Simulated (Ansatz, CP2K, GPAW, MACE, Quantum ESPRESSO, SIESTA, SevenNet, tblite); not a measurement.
# Codes compared on Σ7 (111) twist boundary in CsBr (84 atoms)

How near do other programs and methods come to a plane-wave reference for Σ7 (111) twist boundary in CsBr (84 atoms)? A plane-wave run serves as the reference.

Main program and level: Ansatz 0.2.0; Kohn-Sham DFT, PBE, PAW, plane waves.

## Step 1: The starting structure

The cell holds 84 atoms: 42 Cs and 42 Br. Its edges and angles: a = 16.052 Å, b = 16.052 Å, c = 16.126 Å, α = 90.0°, β = 90.0°, γ = 60.0°. It derives from CsBr (CsCl-type). CsCl-type CsBr (a = 4.29 Å); two grains turned against each other by 81.79 deg about [111]; 1 x 1 coincidence cells, 1 lattice periods a grain, two boundaries a cell, upper grain shifted by [0.246, 0] of the boundary cell and opened by 1.98 Å, no atom removed; minimised with a classical potential (one cell length free). Then every atom was moved at random, 0.03 Å r.m.s. a Cartesian component. Regions: lower grain, 42 atoms (21 Cs and 21 Br); upper grain, 42 atoms (21 Cs and 21 Br). The structure's axis is c.

## Step 2: The reference run

The PAW files are the set soft_2.

input.yaml

```yaml
crystal:
  lattice:
    - [16.05171, 0.0, 0.0]
    - [8.02586, 13.90119, 0.0]
    - [0.0, 0.0, 16.12598]
  atoms:
    - { symbol: Cs, position: [0.49514, 0.69, 0.07704] }
    - { symbol: Br, position: [0.49255, 0.69505, 0.29497] }
    - { symbol: Cs, position: [0.30843, 0.93926, 0.22395] }
    - { symbol: Br, position: [0.3915, 0.85696, 0.47445] }
    [... 74 atom lines left out ...]
    - { symbol: Cs, position: [0.99837, 0.93788, 0.7241] }
    - { symbol: Br, position: [0.00055, 0.85412, 0.97753] }
    - { symbol: Cs, position: [0.24206, 0.75568, 0.86905] }
    - { symbol: Br, position: [0.22344, 0.76851, 0.63659] }
    - { symbol: Cs, position: [0.80644, 0.89199, 0.83855] }
    - { symbol: Br, position: [0.81879, 0.88443, 0.61895] }
kpoints:
  mp_grid: { grid: [1, 1, 1] }
hamiltonian:
  xc: pbe
scf:
  occupations: { method: fermi_dirac, width: 0.05 }
output:
  forces: true
  eigenvalues: true
  populations: true
  stress: true
```

On the command line:

```sh
> ansatz run input.yaml --threads 8 --pin off --max-ram 15872MiB --backend cpu --events-out ev --progress --plain --runs-dir out
```

Numbers of over 12 decimals in the logs are rounded to 6 here.

Output:

```text
[...]
Pseudopotentials: kind: paw
Pseudopotential: Cs, paw, valence charge 9, recommended cutoff 420 eV (normal), Cs.paw.azcp
Pseudopotential: Br, paw, valence charge 7, recommended cutoff 420 eV (normal), Br.paw.azcp
[... 5 lines on functional and potentials left out ...]
Crystal: 84 atoms, lattice volume = 3598.317 Å³
Basis set: ecut = 420 eV, 70169 PW (Γ), exchange–correlation on 216×216×216 points (8 copies of the dense FFT grid, shifted against one another)
Bands: 420, of which v1, the nominal top of the filled ones, is band 336 counted from 1 (335 counted from 0)
Symmetry: 1 space group operations
Space group: P1 (ITA 1), of the structure as read, at distance tolerance 1.5e-4 Å
k-points: 1
[... 5 lines on functional and potentials left out ...]
Initial density: superposition of atomic densities (neutral atoms: chi_scale 0, normalization atom), corrected by the library's trained network
Initial wavefunctions: pseudopotential atomic-orbital guess
[...]
SCF iter   1: F=—  HF=-355205.215892 eV  |F-HF|=—  |Δ(HF+E_count)|=         —  Δρ=4.78e-4  dr2=2.55e-2  ethr=1.77e-3  ⟨swp⟩=11.0  Hψ=2441  notcnv=0  defer=49
preconditioner: auto → Resta (q_TF=auto, 2.063 Å⁻¹)  ε∞=3.0  [insulator: Δε(μ)=3.590 eV  Ē_g=10.673 eV  σ=0.050 eV  W_gap=1.00  n_scr=526 (ndim 8)  ℏωp=15.0 eV  f_vac=0.056  D(μ)=0.00/eV (n_scr^D=0)  ε∞_Penn≈3.0]
[...]
SCF iter   5: F=—  HF=-355205.226440 eV  |F-HF|=—  |Δ(HF+E_count)|=   2.74e-3  Δρ=6.13e-6  dr2=2.27e-6  ethr=5.12e-9  ⟨swp⟩=2.0  Hψ=635  notcnv=0  defer=54
SCF iter   6: F=-355205.226443 eV  HF=-355205.226442 eV  |F-HF|=1.15e-7  |Δ(HF+E_count)|=   2.89e-6  Δρ=1.14e-6  dr2=8.71e-8  ethr=1.49e-11  ⟨swp⟩=16.0  Hψ=3021  notcnv=0
SCF 1 converged in 6 iterations: F = -355205.226443 eV  dr2 = 8.71e-8
[...]
SCF converged after 6 iterations
Free energy (F): -355205.226443 eV
Harris-Foulkes:  -355205.226442 eV  (|F-HF|=1.15e-7)
Internal energy: -355205.226443 eV  (E = F + TS)
E sigma→0 (E₀):  -355205.226443 eV
Fermi energy:    4.668363 eV
--- Per-component energies (eV) ---
[...]
Σ components = -355205.226443   (vs F -355205.226443, Δ=0.00e0)
--- Forces (eV/Å), atoms counted from 1 ---
  atom   1  Cs    -0.03577668    -0.03064085    -0.15296939
  atom   2  Br    -0.01430072    -0.09726533    -0.01019619
  atom   3  Cs    -0.00751208    -0.00910447     0.08551308
  atom   4  Br    -0.16620034     0.03672347    -0.01733302
[...]
atom  84  Br     0.05075831     0.13649253     0.13822027
  max |Σ_I F_I| component: 3.01e-5 eV/Å
--- Stress (GPa, compression-positive) ---
        0.624894      -0.012898      -0.020173
       -0.012898       0.602083       0.047095
       -0.020173       0.047095       1.514029
  P = ⅓ Tr σ = 0.9137 GPa (9.137 kbar)
--- Band table (eV) ---
  k-point 0: bands = ["-17.9488", "-17.9430", "-17.9181", "-17.9021", [... 404 levels ...], "8.9063", "8.9215", "8.9373", "8.9676", "8.9803", "8.9952", "9.0089", "9.0188", "9.0512", "9.0790", "9.0970", "9.1095"]
--- Löwdin populations: 84 sites ---
  site symbol       q [e]
     0     Cs      8.2374
     1     Br      7.6758
     2     Cs      8.2270
[...]
83     Br      7.6755
  spilling = 0.005301 (of n_electrons = 672.000000)
```

The job ended after 24 s (8 threads of Arm Neoverse V2, shared host; peak memory 4.2 GiB).

Numbers from this run:

* free energy: -355205.2264 eV
* free energy per atom: -4228.6336 eV/atom
* SCF cycles: 6
* pressure: 0.9137 GPa
* r.m.s. force component: 0.1095 eV/Å
* longest force: 0.4964 eV/Å
* Fermi energy: 4.668 eV
* gap (highest filled to lowest empty level): 3.583 eV
* spilling of the projection: 0.005301

Neighbours are counted within 4.48 Å (Br-Cs).

Length of the force by element and coordination:

```
element  coordination  atoms  mean length of the force (eV/Å)  spread   least   most
     Br           all     42                            0.152  0.0558  0.0432  0.324
     Br             5      2                            0.186  0.0016   0.184  0.188
     Br             6      8                            0.151   0.055  0.0725  0.251
     Br             7     24                            0.159  0.0526  0.0789  0.324
     Br             8      8                            0.125   0.062  0.0432  0.226
     Cs           all     42                            0.197  0.0837  0.0563  0.496
     Cs             5      2                            0.156  0.0081   0.148  0.164
     Cs             6      8                            0.231   0.114  0.0822  0.496
     Cs             7     24                            0.181  0.0655  0.0563  0.296
     Cs             8      8                            0.219  0.0898  0.0979  0.328
```

Löwdin charges by element and coordination (they lack the spilled electrons, 0.042 e an atom on average):

```
element  coordination  atoms  mean charge (e)  spread   least    most
     Br           all     42           -0.679  0.0058  -0.693  -0.669
     Br             5      2           -0.693  3.0e-4  -0.693  -0.693
     Br             6      8           -0.683  0.0011  -0.685  -0.682
     Br             7     24           -0.677  0.0039  -0.686  -0.672
     Br             8      8           -0.677  0.0069  -0.688  -0.669
     Cs           all     42            0.764  0.0082   0.747   0.786
     Cs             5      2            0.785  5.0e-4   0.785   0.786
     Cs             6      8            0.767  0.0035   0.762   0.772
     Cs             7     24            0.761  0.0056   0.753   0.774
     Cs             8      8            0.762  0.0102   0.747   0.773
```

By region:

```
     region  atoms  mean length of the force (eV/Å)
lower grain     42                            0.169
upper grain     42                             0.18
```

The levels nearest the highest filled one (over half full), pooled over k-points and spins:

```
level less the highest filled one (eV)  occupation
                                -0.122           2
                               -0.0985           2
                               -0.0598           2
                               -0.0412           2
                               -0.0222           2
                                     0           2
                                  3.58           0
                                  4.24           0
                                  4.32           0
                                  4.39           0
                                  4.45           0
                                  4.56           0
```

The run ends at a pressure of 0.91 GPa, with forces up to 0.50 eV/Å.

## Step 3: What was run beside it

The programs:
- CP2K 2026.2: Gaussian basis with GTH pseudopotentials and a plane-wave density; labels give functional, basis (MOLOPT sets; SR short-range, UZH the newer set with its own potentials), grid cutoff/relative cutoff and solver (OT: orbital transformation; TRS4, TC2, SIGN: linear-scaling purification with its sparsity filter), or its built-in tight binding.
- GPAW 26.7.0: PAW with atomic orbitals (LCAO), plane waves or a real-space grid of spacing h.
- MACE: machine-learned potential, published weights.
- Quantum ESPRESSO 7.5: plane waves; labels (QE) give functional, pseudopotential set and cutoffs of waves/density.
- SIESTA 5.4.2: numerical atomic orbitals, whose automatically made sets are far from complete, with PseudoDojo norm-conserving potentials that we converted to its format (checked against plane waves on the same files for H, C, O, Si, Ge and Ca alone); labels give functional, basis size, energy shift and mesh cutoff.
- SevenNet: machine-learned potential, published weights.
- tblite 0.8.0: extended tight binding, driven from Python.

All use the same cell and atoms; the electronic-structure runs use the same k-mesh, and an electronic temperature of 580 K (0.05 eV) where levels are smeared.

Differences are against the plane-wave reference, forces as r.m.s. over components; share is that over the reference's r.m.s. force, slope the least-squares factor from reference forces to these. Total energies of different programs have different zeros and aren't compared.

```
                                                                    run  Δ force, r.m.s. (meV/Å)  share (%)  slope  Δ pressure (GPa)  Δ gap (eV)  cores  CPU time  memory (GiB)
                                                              reference                        -          -      -                 -           -      8     3 min           4.2
          CP2K PBE, DZVP-MOLOPT-SR, 244/50 Ry, diagonalisation (coarse)                     18.4       16.8  1.121             0.146      0.0321      2     9 min           3.3
                   CP2K PBE, DZVP-MOLOPT-SR, 350/50 Ry, diagonalisation                     18.4       16.8  1.121             0.146      0.0321      4    12 min           8.5
                         CP2K PBE, TZVP-UZH, 350/50 Ry, diagonalisation                     20.3       18.5  1.070             0.368     -0.0618      4   9.7 min           8.6
CP2K revPBE, PBE potentials, DZVP-MOLOPT-SR, 350/50 Ry, diagonalisation                     28.1       25.6  1.145              1.14       0.261      4    12 min           8.5
                                           GPAW PBE, plane waves 350 eV                     2.31       2.11  1.004            0.0372      0.0012      4   7.3 min           2.7
                                           MACE MP-0b3 medium potential                     20.1       18.3  0.946           -0.0508           -      1     6.5 s          0.73
                      QE PBE, sssp-1.3.0-efficiency, 20/160 Ry (coarse)                     1.72       1.57  1.000            -0.953       0.006      4    14 min           2.9
                               QE PBE, sssp-1.3.0-efficiency, 45/360 Ry                     1.75       1.60  0.999           -0.0504     -3.0e-4      4    50 min           9.1
                    SIESTA PBE, DZ, shift 0.01 Ry, mesh 300 Ry (coarse)                     74.3       67.9  1.494            -0.944      -0.778      1      92 s           1.1
                           SIESTA PBE, DZP, shift 0.005 Ry, mesh 300 Ry                     38.2       34.9  1.226             0.405      -0.422      2     5 min           2.4
                            SIESTA PBE, DZP, shift 0.01 Ry, mesh 300 Ry                     55.9       51.1  1.143             0.428      -0.535      2   3.7 min           2.1
                   SIESTA PBE, SZP, shift 0.01 Ry, mesh 300 Ry (coarse)                     68.6       62.7  1.147             0.952      -0.573      1   3.2 min           1.6
                                                   SevenNet 0 potential                     38.6       35.3  0.812             0.205           -      1     6.2 s          0.65
                                                SevenNet l3i5 potential                     24.8       22.6  0.948             0.153           -      1     6.9 s          0.84
                                                       tblite IPEA1-xTB                      154        141  0.403            0.0878           -      1     4.6 s           0.2
```

Rows marked coarse were listed beforehand as settings not expected to be converged; some can still land near the reference.

Times of the machine-learned potentials are mostly Python's start and the loading of weights.

CPU time is summed over cores on a shared host, where runs went side by side, so it is rough. Symmetry, cutoffs, thresholds, outputs and thread counts weren't matched or tuned between programs; memory under MPI is the largest rank's times the ranks.

Runs without a result: CP2K GFN1-xTB, diagonalisation (not converged, the SCF not settling); tblite GFN2-xTB (not converged); GPAW PBE, LCAO dzp, h 0.2 Å (cut off at its time limit of 13 min); CP2K PBE, SZV-MOLOPT-SR, 350/50 Ry, diagonalisation (cut off at its time limit of 5.8 min); GPAW PBE, LCAO szp(dzp), h 0.2 Å (cut off at its time limit of 7.2 min); GPAW RPBE, LCAO dzp, h 0.2 Å (cut off at its time limit of 13 min).

Mean charges by element (e), by run and scheme:

```
                                                                    run     scheme     Cs     Br
                                                              reference     Löwdin  +0.76  -0.68
                   CP2K PBE, DZVP-MOLOPT-SR, 244/50 Ry, diagonalisation   Mulliken  +0.70  -0.70
                   CP2K PBE, DZVP-MOLOPT-SR, 350/50 Ry, diagonalisation   Mulliken  +0.70  -0.70
                         CP2K PBE, TZVP-UZH, 350/50 Ry, diagonalisation   Mulliken  +0.68  -0.68
CP2K revPBE, PBE potentials, DZVP-MOLOPT-SR, 350/50 Ry, diagonalisation   Mulliken  +0.74  -0.74
                           SIESTA PBE, DZP, shift 0.005 Ry, mesh 300 Ry  Hirshfeld  +0.31  -0.31
                            SIESTA PBE, DZP, shift 0.01 Ry, mesh 300 Ry  Hirshfeld  +0.30  -0.30
                                                       tblite IPEA1-xTB   Mulliken  +0.33  -0.33
```

The reference's Löwdin charges lack the electrons that the projection spills, 0.042 e an atom on average.

Within one program, basis, potentials and functional, energies share a zero. Each run against its twin at the usual cutoff or grid and solver:

```
                                                 run                                        twin  Δ energy (meV/atom)  Δ force, r.m.s. (meV/Å)         CPU time over the twin's
CP2K PBE, DZVP-MOLOPT-SR, 244/50 Ry, diagonalisation  DZVP-MOLOPT-SR, 350/50 Ry, diagonalisation              -3.0e-4                    0.558  0.74 (this twin ran on 4 cores)
            QE PBE, sssp-1.3.0-efficiency, 20/160 Ry            sssp-1.3.0-efficiency, 45/360 Ry                 56.4                    0.642                             0.29
```

## Step 4: Summary of results

- reference r.m.s. force component: 0.109 eV/Å
- nearest in forces: a tie at 1.6 % of 2 runs: QE PBE, sssp-1.3.0-efficiency, 20/160 Ry (coarse); QE PBE, sssp-1.3.0-efficiency, 45/360 Ry
- farthest in forces: tblite IPEA1-xTB, 141 %
- cheapest electronic-structure run beside the reference: tblite IPEA1-xTB, 4.6 s of CPU time

PBE on plane waves or a grid with other potentials, cutoffs or grids, coarse settings apart, differs from the reference by 1.6 % (QE PBE, sssp-1.3.0-efficiency, 45/360 Ry) to 2.1 % (GPAW PBE, plane waves 350 eV) of the r.m.s. force; this holds the reference's own error, so differences of a few per cent don't tell which side is nearer the exact PBE result (QE's 45 Ry are 612 eV, against the reference's 420 eV). The PBE runs in local orbitals, coarse settings apart, differ by 17 % (CP2K PBE, DZVP-MOLOPT-SR, 350/50 Ry, diagonalisation) to 51 % (SIESTA PBE, DZP, shift 0.01 Ry, mesh 300 Ry); basis, grid and potentials can all enter. Tight binding differs by 141 % (tblite IPEA1-xTB); it is another model, with fitted parameters of its own, and the xTB methods hold dispersion. Machine-learned potentials differ by 18 % (MACE MP-0b3 medium potential) to 35 % (SevenNet 0 potential); they were trained on other programs' data. Among those trained on PBE data the slope goes as low as 0.81. Rows with another functional or a dispersion term differ by 26 % (CP2K revPBE, PBE potentials, DZVP-MOLOPT-SR, 350/50 Ry, diagonalisation), which mixes the change of model with differences of basis and potentials, some of them made for another functional. IPEA1-xTB was fitted to ionisation energies and electron affinities, not to forces or charges. Runs with settings chosen to be coarse differ by 1.6 % (QE PBE, sssp-1.3.0-efficiency, 20/160 Ry) to 68 % (SIESTA PBE, DZ, shift 0.01 Ry, mesh 300 Ry), their programs' other errors included. One electronic-structure run takes under half the reference's CPU time: tblite IPEA1-xTB, at 141 % in 4.6 s against 3 min, too far off to be of use. SIESTA PBE, DZP, shift 0.005 Ry, mesh 300 Ry stiffens the forces by a factor of 1.23 while following their directions (correlation 0.977). At the same functional, gaps differ from the reference's 3.58 eV by between -0.78 and +0.03 eV. These are spacings on the run's k-points, which needn't hold the band edges. Charges hang on model, scheme and program or settings: among these rows the mean for Cs runs from +0.30 to +0.76 e. In the reference: filled and empty levels are parted by 3.58 eV at Γ alone; the mesh holds the band edges only if they fold onto it, so the gap at this level can be narrower or closed. In the reference: mean Löwdin charges: Br -0.68, Cs +0.76 e (they miss 0.53 % of the electrons, so they add up to more than the cell's charge). Periodic xTB results under one method name differ between programs and library versions. Machine-learned potentials mimic data converged in k, so the reference's own k-point error enters their differences. The host structure and its lattice constant were typed by rule, without a check against the phase diagram. The electronic-structure runs sample only Γ, in a cell whose shortest periodic width is 14 Å. Spin–orbit coupling is left out, which matters for the levels of the heavy elements.

[Also dropped from logs without a mark: logging warnings of Python, and SIESTA's first energy breakdown and zero terms.]

[Logs are printed without paths, hosts, clocks, repeated set-up lines and the standing remarks that a program may print on its own settings, such as how far it seeks lower states.]

[Hosts, paths, dates, database ids (printed as entryN), source tags and the programs' standing remarks are cut or masked in the printed files.]
